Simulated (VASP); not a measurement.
# ZnSe (F-43m) under a change of volume

Wanted: the response of ZnSe to a change of volume, as a table, with a fit that predicts a row left out.

Calculated with VASP 6.6.1; LDA; plane waves and PAW (Zn, Se), in the first sound run; inputs show where later runs differ.

### 1. Starting point

It takes space group F-43m (No. 216, cubic). The conventional cell has a = 5.668 Å, b = 5.668 Å, c = 5.668 Å, α = 90.00°, β = 90.00°, γ = 90.00°. Zn has 4 Se at 2.45 Å nearest. Nearest to Se lie 4 Zn at 2.45 Å. Farther neighbours and most contacts between anions are not listed.

### 2. Relax the crystal, LDA

The series starts from the cell that this level prefers, so that zero strain is near zero stress.

This step took 2 runs in a row; the last is shown.

Level: LDA; plane waves and PAW (Zn, Se).

INCAR

```
SYSTEM = ZnSe
PREC = Accurate
ENCUT = 450
EDIFF = 1E-07
NELM = 120
ISMEAR = 0
SIGMA = 0.02
LREAL = .FALSE.
ALGO = Normal
GGA = CA
NBANDS = 15
LASPH = .TRUE.
LORBIT = 11
LWAVE = .FALSE.
LCHARG = .FALSE.
KPAR = 16
IBRION = 2
NSW = 40
ISIF = 3
EDIFFG = -0.005
POTIM = 0.4
```

POSCAR

```
ZnSe
1.0
    0.0000000000      2.7878715481      2.7878715481
    2.7878715481      0.0000000000      2.7878715481
    2.7878715481      2.7878715481      0.0000000000
Zn Se
1 1
Direct
    0.0000000000      0.0000000000      0.0000000000
    0.2500000000      0.2500000000      0.2500000000
```

KPOINTS

```
Automatic mesh
0
Gamma
9 9 9
0 0 0
```

PAW data sets: Zn and Se (LDA family, release 64).

Started as:

```sh
> mpirun -np 16 vasp_std
```

Log:

```text
[banner, memory and clock lines left out]
running   16 mpi-ranks, on    1 nodes
[...]
|                                                                             |
|           W    W    AA    RRRRR   N    N  II  N    N   GGGG   !!!           |
|           W    W   A  A   R    R  NN   N  II  NN   N  G    G  !!!           |
|           W    W  A    A  R    R  N N  N  II  N N  N  G       !!!           |
|           W WW W  AAAAAA  RRRRR   N  N N  II  N  N N  G  GGG   !            |
|           WW  WW  A    A  R   R   N   NN  II  N   NN  G    G                |
|           W    W  A    A  R    R  N    N  II  N    N   GGGG   !!!           |
|                                                                             |
|     For optimal performance we recommend to set                             |
|       NCORE = 2 up to number-of-cores-per-socket                            |
|     NCORE specifies how many cores store one orbital (NPAR=cpu/NCORE).      |
|     This setting can greatly improve the performance of VASP for DFT.       |
[...]
DAV:  11    -0.737219246220E+01    0.73456E-05   -0.15887E-05  1582   0.644E-02    0.445E-03
DAV:  12    -0.737219250258E+01   -0.40380E-07   -0.25748E-06  1246   0.119E-02    0.120E-03
DAV:  13    -0.737219252543E+01   -0.22853E-07   -0.85890E-08   826   0.260E-03
   1 F= -.73721925E+01 E0= -.73721925E+01  d E =-.737219E+01
[...]
N       E                     dE             d eps       ncg     rms          rms(c)
DAV:   1    -0.737226729213E+01   -0.74790E-04   -0.82086E-04  1295   0.589E-01    0.600E-02
DAV:   2    -0.737220458420E+01    0.62708E-04   -0.19879E-04  1302   0.390E-01    0.219E-02
DAV:   3    -0.737219692450E+01    0.76597E-05   -0.70831E-06  1177   0.297E-02    0.106E-02
DAV:   4    -0.737219484674E+01    0.20778E-05   -0.12279E-06  1344   0.156E-02    0.400E-03
DAV:   5    -0.737219458861E+01    0.25813E-06   -0.22738E-07   846   0.860E-03    0.361E-04
DAV:   6    -0.737219459503E+01   -0.64194E-08   -0.95845E-08   634   0.347E-03
   2 F= -.73721946E+01 E0= -.73721946E+01  d E =-.206959E-05
 trial-energy change:   -0.000002  1 .order   -0.000003   -0.000006    0.000000
 step:   0.8166(harm=  0.9417)  dis= 0.00000  next Energy=    -7.372195 (dE=-0.211E-05)
 reached required accuracy - stopping structural energy minimisation
```

Run time: 9.8 s. Hardware: 16 MPI ranks of AMD EPYC 7R43, shared host; peak memory 2.2 GiB.

Lines that name or quote the potential files are left out of all logs, and their timing lines are given in words.

OUTCAR, selected parts (step 2):

```text
  Total        0.0006529      0.0006529      0.0006529      0.0000000      0.0000000      0.0000000
  in kB        0.0241528      0.0241528      0.0241528      0.0000000      0.0000000      0.0000000
  external PRESSURE =       0.0241528 kB  Pullay stress =       0.0000000 kB

 POSITION                                       TOTAL-FORCE (eV/Angst)
 -----------------------------------------------------------------------------------
      0.00000      0.00000      0.00000        -0.000000     -0.000000      0.000000
      1.39365      1.39365      1.39365         0.000000      0.000000     -0.000000
 -----------------------------------------------------------------------------------
    total drift:                                0.000001      0.000001      0.000001

  FREE ENERGIE OF THE ION-ELECTRON SYSTEM (eV)
  ---------------------------------------------------
  free  energy   TOTEN  =        -7.3721945950 eV

  energy  without entropy=       -7.3721945950  energy(sigma->0) =       -7.37219460

 reached required accuracy - stopping structural energy minimisation

[... 3 further parts left out ...]
[key lines of the parts left out:]
E-fermi :   2.0449
```

Numbers from this step:

* energy(sigma→0) of the program: -7.3722 eV
* stress, compression positive: xx, yy, zz 0.00, 0.00, 0.00 GPa
* volume: 43.309 Å³
* ionic steps: 2

### 3. Relax at fixed volume, LDA

One member in full: the volume is scaled by 1.06, and the cell is held.

Level: LDA; plane waves and PAW (Zn, Se).

INCAR, as its differences from that of step 2:

```diff
@@ -15,7 +15,8 @@
 LCHARG = .FALSE.
-KPAR = 16
+KPAR = 4
 IBRION = 2
 NSW = 40
-ISIF = 3
-EDIFFG = -0.005
+ISIF = 2
+EDIFFG = -0.004
 POTIM = 0.4
+MAXMIX = 40
```

POSCAR

```
ZnSe
1.0
    0.0000000000      2.8419708868      2.8419708868
    2.8419708868      0.0000000000      2.8419708868
    2.8419708868      2.8419708868      0.0000000000
Zn Se
1 1
Direct
    0.0000000000      0.0000000000      0.0000000000
    0.2500000000      0.2500000000      0.2500000000
```

KPOINTS is that of step 2.

Started as:

```sh
> mpirun -np 4 vasp_std
```

Log:

```text
[banner, memory and clock lines left out]
running    4 mpi-ranks, on    1 nodes
[...]
LDA part: xc-table for (Slater(with rela. corr.)+CA(PZ))
 , standard interpolation
 POSCAR, INCAR and KPOINTS ok, starting setup
[...]
entering main loop
       N       E                     dE             d eps       ncg     rms          rms(c)
DAV:   1     0.807978107561E+02    0.80798E+02   -0.81787E+03  1050   0.124E+03
DAV:   2    -0.261860781913E+01   -0.83416E+02   -0.78539E+02  1176   0.240E+02
DAV:   3    -0.760693523920E+01   -0.49883E+01   -0.49686E+01  1274   0.603E+01
DAV:   4    -0.764838490286E+01   -0.41450E-01   -0.41445E-01  1267   0.588E+00
[...]
DAV:  11    -0.734237634155E+01    0.33976E-05   -0.90885E-06  1554   0.526E-02    0.356E-03
DAV:  12    -0.734237643932E+01   -0.97772E-07   -0.17168E-06  1246   0.925E-03    0.152E-03
DAV:  13    -0.734237644369E+01   -0.43747E-08   -0.56797E-08   889   0.305E-03
   1 F= -.73423764E+01 E0= -.73423764E+01  d E =-.734238E+01
[...]
reached required accuracy - stopping structural energy minimisation
```

The job ended after 13 s (4 MPI ranks; peak memory 0.46 GiB).

From OUTCAR (step 3):

```text
  Total       -1.0496749     -1.0496749     -1.0496749      0.0000000      0.0000000      0.0000000
  in kB      -36.6333419    -36.6333419    -36.6333419      0.0000000      0.0000000      0.0000000
  external PRESSURE =     -36.6333419 kB  Pullay stress =       0.0000000 kB

 POSITION                                       TOTAL-FORCE (eV/Angst)
 -----------------------------------------------------------------------------------
      0.00000      0.00000      0.00000         0.000000      0.000000      0.000000
      1.42099      1.42099      1.42099        -0.000000     -0.000000     -0.000000
 -----------------------------------------------------------------------------------
    total drift:                               -0.000000     -0.000000      0.000000

  FREE ENERGIE OF THE ION-ELECTRON SYSTEM (eV)
  ---------------------------------------------------
  free  energy   TOTEN  =        -7.3423764437 eV

  energy  without entropy=       -7.3423764437  energy(sigma->0) =       -7.34237644

[... 2 parts as in an earlier step ...]

[... 2 further parts left out ...]
[key lines of the parts left out:]
E-fermi :   1.5271
```

This run gave:

```
energy(sigma→0) of the program : -7.3424 eV
stress, compression positive   : xx, yy, zz -3.66, -3.66, -3.66 GPa
ionic steps                    : 1
```

### 4. Band edges, TB-mBJ with spin-orbit coupling

Short lines in KPOINTS_OPT sample the zone centre, for masses, and the other valleys.

Level: TB-mBJ, spin-orbit coupling; plane waves and PAW (Zn, Se).

TB-mBJ has no energy functional, so the total energy, stress and pressure in this output mean nothing.

INCAR

```
SYSTEM = ZnSe
PREC = Accurate
ENCUT = 450
EDIFF = 1E-06
NELM = 150
ISMEAR = 0
SIGMA = 0.02
LREAL = .FALSE.
ALGO = Normal
METAGGA = MBJ
LASPH = .TRUE.
LNONCOLLINEAR = .TRUE.
MAGMOM = 0 0 0 0 0 0
NBANDS = 28
GGA_COMPAT = .FALSE.
LSORBIT = .TRUE.
LWAVE = .FALSE.
LCHARG = .FALSE.
KPAR = 4
```

POSCAR is that of step 3.

KPOINTS

```
Automatic mesh
0
Gamma
7 7 7
0 0 0
```

KPOINTS_OPT

```
Line mode
6
Line-mode
Reciprocal
  0.00000000   0.00000000   0.00000000
  0.02261569   0.02261569  -0.00000000

  0.00000000   0.00000000   0.00000000
 -0.00000000  -0.02261569  -0.02261569

  0.31000000   0.31000000   0.00000000
  0.50000000   0.50000000   0.00000000

  0.00000000   0.31000000   0.31000000
  0.00000000   0.50000000   0.50000000

  0.45000000   0.45000000   0.45000000
  0.50000000   0.50000000   0.50000000

  0.45000000   0.00000000   0.00000000
  0.50000000   0.00000000   0.00000000

  0.42500000   0.42500000   0.00000000
  0.42500000   0.44761569   0.02261569

  0.50000000   0.50000000   0.50000000
  0.48400830   0.51599170   0.50000000
```

Started as:

```sh
> mpirun -np 4 vasp_ncl
```

Log:

```text
[banner, memory and clock lines left out]
running    4 mpi-ranks, on    1 nodes
[...]
|                                                                             |
|               ----> ADVICE to this user running VASP <----                  |
|                                                                             |
|     You enforced a specific xc type in the INCAR file but a different       |
|     [... a line on the potential file left out ...]
|     I HOPE YOU KNOW WHAT YOU ARE DOING!                                     |
|                                                                             |

 LDA part: xc-table for (None), standard interpolation
 POSCAR, INCAR and KPOINTS ok, starting setup
[...]
entering main loop
       N       E                     dE             d eps       ncg     rms          rms(c)
DAV:   1     0.714641996561E+02    0.71464E+02   -0.74816E+03  1680   0.130E+03
DAV:   2    -0.357246245771E+02   -0.10719E+03   -0.10161E+03  1680   0.297E+02
DAV:   3    -0.463627300142E+02   -0.10638E+02   -0.10518E+02  1992   0.968E+01
DAV:   4    -0.465798425119E+02   -0.21711E+00   -0.21676E+00  1888   0.139E+01
[...]
DAV:  26    -0.440912726921E+02    0.54476E-03   -0.65013E-08   900   0.294E-03    0.180E-03
DAV:  27    -0.440911312157E+02    0.14148E-03   -0.53047E-08   912   0.262E-03    0.205E-03
DAV:  28    -0.440911310550E+02    0.16069E-06   -0.66331E-09   900   0.728E-04
   1 F= -.44091131E+02 E0= -.44091131E+02  d E =-.254315E-17  mag=    -0.0000     0.0000    -0.0000
 Start KPOINTS_OPT (optional k-point list driver)
k-point batch [1-30\48]
       N       E                     dE             ncg
DAV:   1     0.187244856358E+04   -0.70420E+04     1680
DAV:   2    -0.138737003597E+04   -0.32598E+04     1704
DAV:   3    -0.171329261557E+04   -0.32592E+03     2012
DAV:   4    -0.171937351841E+04   -0.60809E+01     1932
DAV:   5    -0.171940746782E+04   -0.33949E-01     1996
DAV:   6    -0.171940784339E+04   -0.37557E-03     1932
DAV:   7    -0.171940785032E+04   -0.69226E-05     1908
DAV:   8    -0.171940785050E+04   -0.17782E-06     1388
k-point batch [31-48\48]
       N       E                     dE             ncg
DAV:   1     0.688469747363E+04   -0.75955E+04     1008
DAV:   2     0.491322311558E+04   -0.19715E+04     1012
DAV:   3     0.472298013314E+04   -0.19024E+03     1196
DAV:   4     0.471987049594E+04   -0.31096E+01     1208
DAV:   5     0.471985385858E+04   -0.16637E-01     1168
DAV:   6     0.471985369726E+04   -0.16132E-03     1192
DAV:   7     0.471985369496E+04   -0.23049E-05     1088
DAV:   8     0.471985369488E+04   -0.74111E-07      900
```

The job ended after 2.5 min (4 MPI ranks; peak memory 1.1 GiB).

Parts of OUTCAR (step 4):

```text
  LATTYP: Found a face centered cubic cell.
 ALAT       =     5.6839417736

 Subroutine GETGRP returns: Found 24 space group operations
 (whereof 24 operations were pure point group operations)

The static configuration has the point symmetry T_d .

 Found     30 irreducible k-points:

   k-points           NKPTS =     30   k-points in BZ     NKDIM =     30   number of bands    NBANDS=     28

   dimension x,y,z NGX =    28 NGY =   28 NGZ =   28
   dimension x,y,z NGXF=    56 NGYF=   56 NGZF=   56

   ENCUT  =  450.0 eV  33.07 Ry    5.75 a.u.   6.95  6.95  6.95*2*pi/ulx,y,z

   NELECT =      18.0000    total number of electrons

 E-fermi :   2.1864

 k-point     1 :       0.0000    0.0000    0.0000
  band No.  band energies     occupation
    ...
     14       1.7207      1.00000
     15       2.0752      1.00000
     16       2.0752      1.00000
     17       2.0752      1.00000
     18       2.0752      1.00000
     19       4.7026      0.00000
     20       4.7026      0.00000
     21       8.5699      0.00000
     22       8.5699      0.00000
     23       8.6934      0.00000
    ...

 k-point     2 :       0.1429    0.0000    0.0000
  band No.  band energies     occupation
    ...
     14       0.7225      1.00000
     15       1.6943      1.00000
     16       1.6943      1.00000
     17       1.9028      1.00000
     18       1.9137      1.00000
     19       5.5762      0.00000
     20       5.5762      0.00000
     21       8.6315      0.00000
     22       8.6315      0.00000
     23       8.9140      0.00000
    ...

  Total      -85.8426152    -85.8426152    -85.8426152      0.0000000     -0.0000000      0.0000000
  in kB    -2995.8816464  -2995.8816464  -2995.8816464      0.0000000     -0.0000000      0.0000000
  external PRESSURE =   -2995.8816464 kB  Pullay stress =       0.0000000 kB

 POSITION                                       TOTAL-FORCE (eV/Angst)
 -----------------------------------------------------------------------------------
      0.00000      0.00000      0.00000         0.000000      0.000000      0.000000
      1.42099      1.42099      1.42099        -0.000000     -0.000000     -0.000000
 -----------------------------------------------------------------------------------
    total drift:                                0.000000      0.000000      0.000000

  FREE ENERGIE OF THE ION-ELECTRON SYSTEM (eV)
  ---------------------------------------------------
  free  energy   TOTEN  =       -44.0911310550 eV

  energy  without entropy=      -44.0911310550  energy(sigma->0) =      -44.09113106

 Spin-Orbit-Coupling matrix elements
 Ion:    1  E_soc:     -0.0076528
 Ion:    2  E_soc:     -0.0340542

[... 1 part as in an earlier step ...]

[... 7 further parts left out ...]
```

### 5. Band edges, r2SCAN

Short lines in KPOINTS_OPT sample the zone centre, for masses, and the other valleys.

Level: r2SCAN; plane waves and PAW (Zn, Se).

INCAR

```
SYSTEM = ZnSe
PREC = Accurate
ENCUT = 450
EDIFF = 1E-06
NELM = 100
ISMEAR = 0
SIGMA = 0.02
LREAL = .FALSE.
ALGO = Normal
METAGGA = R2SCAN
LASPH = .TRUE.
NBANDS = 14
LWAVE = .FALSE.
LCHARG = .FALSE.
KPAR = 4
```

POSCAR is that of step 4.

KPOINTS is that of step 4.

KPOINTS_OPT is that of step 4.

Started as:

```sh
> mpirun -np 4 vasp_std
```

Log:

```text
[banner, memory and clock lines left out]
running    4 mpi-ranks, on    1 nodes
[...]
[... a notice as in an earlier step ...]

 LDA part: xc-table for (None), standard interpolation
 POSCAR, INCAR and KPOINTS ok, starting setup
[...]
entering main loop
       N       E                     dE             d eps       ncg     rms          rms(c)
DAV:   1    -0.204961011741E+03   -0.20496E+03   -0.85750E+03   560   0.136E+03
DAV:   2    -0.289066231464E+03   -0.84105E+02   -0.80365E+02   626   0.254E+02
DAV:   3    -0.294131016811E+03   -0.50648E+01   -0.50453E+01   686   0.651E+01
DAV:   4    -0.294171726668E+03   -0.40710E-01   -0.40706E-01   638   0.617E+00
[...]
DAV:  13    -0.291377783979E+03   -0.64255E-05   -0.12033E-05   704   0.686E-02    0.483E-03
DAV:  14    -0.291377782713E+03    0.12662E-05   -0.22262E-06   446   0.286E-02    0.810E-04
DAV:  15    -0.291377783259E+03   -0.54695E-06   -0.10142E-07   298   0.329E-03
   1 F= -.29137778E+03 E0= -.29137778E+03  d E =-.865841E-24
 Start KPOINTS_OPT (optional k-point list driver)
k-point batch [1-20\48]
       N       E                     dE             ncg
DAV:   1     0.422366395060E+03   -0.41943E+04      560
DAV:   2    -0.132742154640E+04   -0.17498E+04      620
DAV:   3    -0.144588122063E+04   -0.11846E+03      656
DAV:   4    -0.144696011982E+04   -0.10789E+01      644
DAV:   5    -0.144696530580E+04   -0.51860E-02      692
DAV:   6    -0.144696535016E+04   -0.44369E-04      668
DAV:   7    -0.144696535069E+04   -0.52872E-06      514
[...]
k-point batch [41-48\48]
       N       E                     dE             ncg
DAV:   1     0.700227833395E+04   -0.40438E+04      224
DAV:   2     0.627834283240E+04   -0.72394E+03      248
DAV:   3     0.623446641362E+04   -0.43876E+02      272
DAV:   4     0.623408852158E+04   -0.37789E+00      254
DAV:   5     0.623408658978E+04   -0.19318E-02      272
DAV:   6     0.623408657256E+04   -0.17217E-04      266
DAV:   7     0.623408657238E+04   -0.18033E-06      220
```

Wall time 47 s (4 MPI ranks); peak memory 0.5 GiB.

From OUTCAR (step 5):

```text
  Total       -0.2163284     -0.2163284     -0.2163284      0.0000000      0.0000000      0.0000000
  in kB       -7.5497952     -7.5497952     -7.5497952      0.0000000      0.0000000      0.0000000
  external PRESSURE =      -7.5497952 kB  Pullay stress =       0.0000000 kB

 POSITION                                       TOTAL-FORCE (eV/Angst)
 -----------------------------------------------------------------------------------
      0.00000      0.00000      0.00000        -0.000000     -0.000000     -0.000000
      1.42099      1.42099      1.42099         0.000000      0.000000      0.000000
 -----------------------------------------------------------------------------------
    total drift:                                0.000004      0.000004      0.000004

  FREE ENERGIE OF THE ION-ELECTRON SYSTEM (eV)
  ---------------------------------------------------
  free  energy   TOTEN  =      -291.3777832595 eV

  energy  without entropy=     -291.3777832595  energy(sigma->0) =     -291.37778326

[... 1 part as in an earlier step ...]

[... 2 further parts left out ...]
[key lines of the parts left out:]
E-fermi :   1.5498
```

This run gave:

* energy(sigma→0) of the program: -291.3778 eV
* stress, compression positive: xx, yy, zz -0.75, -0.75, -0.75 GPa

The run ends at a pressure of -0.75 GPa.

[end of part 1 of 2]

[Lines on the potential files, build, host, timing and source positions are cut from VASP's logs without a mark.]

[Logs are printed without paths, hosts, clocks, repeated set-up lines and the standing remarks that a program may print on its own settings, such as how far it seeks lower states.]

[Hosts, paths, dates, database ids (printed as entryN), source tags and the programs' standing remarks are cut or masked in the printed files.]

[In band tables of VASP the shares of atoms and orbitals are scaled to a sum of 1 inside the atoms' spheres.]
